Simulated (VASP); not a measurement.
A run of VASP 6.6.1 is set up as follows.

Contents of INCAR:

```
SYSTEM = Al
PREC     = Accurate       ! precision mode
ENCUT    = 320            ! plane-wave cutoff, eV
EDIFF    = 1E-6           ! SCF threshold, eV
ISMEAR   = -1             ! smearing method
SIGMA    = 0.05           ! smearing width, eV
LREAL    = .FALSE.        ! projectors in reciprocal space
LASPH    = .TRUE.         ! aspherical terms in the spheres
NELM     = 100            ! most SCF steps
ALGO     = Normal         ! electronic algorithm
ISIF     = 2              ! what is computed and relaxed
LWAVE    = .FALSE.        ! write WAVECAR
LCHARG   = .TRUE.         ! write CHGCAR
GGA      = CA             ! functional
LELF     = .TRUE.         ! ELF
LVHAR    = .TRUE.       
LVACPOTAV= .TRUE.
```

File KPOINTS:

```
Automatic mesh
0
G
  13 13 1
  0 0 0
```

File POSCAR:

```
Al                                      
1.0
    2.8637824638      0.0000000000      0.0000000000
    0.0000000000      2.8637824638      0.0000000000
    0.0000000000      0.0000000000     31.2000000000
  Al            
     9
Direct
     0.0000000000000000    0.0000000000000000    0.2495340284086568
     0.5000000000000000    0.5000000000000000    0.3129683685343569
     0.0000000000000000    0.0000000000000000    0.3754242586405676
     0.5000000000000000    0.5000000000000000    0.4375301838914643
     0.0000000000000000    0.0000000000000000    0.5000000000000000
     0.5000000000000000    0.5000000000000000    0.5624698161085357
     0.0000000000000000    0.0000000000000000    0.6245757413594323
     0.5000000000000000    0.5000000000000000    0.6870316314656431
     1.0000000000000000    0.0000000000000000    0.7504659715913433
```

Potentials or basis: VASP PAW LDA potentials, release 64 (Al).

Launch:

```sh
$ cat potpaw_LDA.64/Al/POTCAR > POTCAR
$ mpirun -np 1 vasp_std > vasp.out
```

Estimate the band gap on the k mesh.

none (metal or under the smearing width).

Predict the largest force.

0.013 eV/Å.

Forces on the atoms (eV/Å):
```
Al   0.000  0.000 -0.013
Al   0.000  0.000  0.005
Al   0.000  0.000 -0.006
Al   0.000  0.000  0.011
Al   0.000  0.000  0.000
Al   0.000  0.000 -0.011
Al   0.000  0.000  0.006
Al   0.000  0.000 -0.005
Al   0.000  0.000  0.013
```
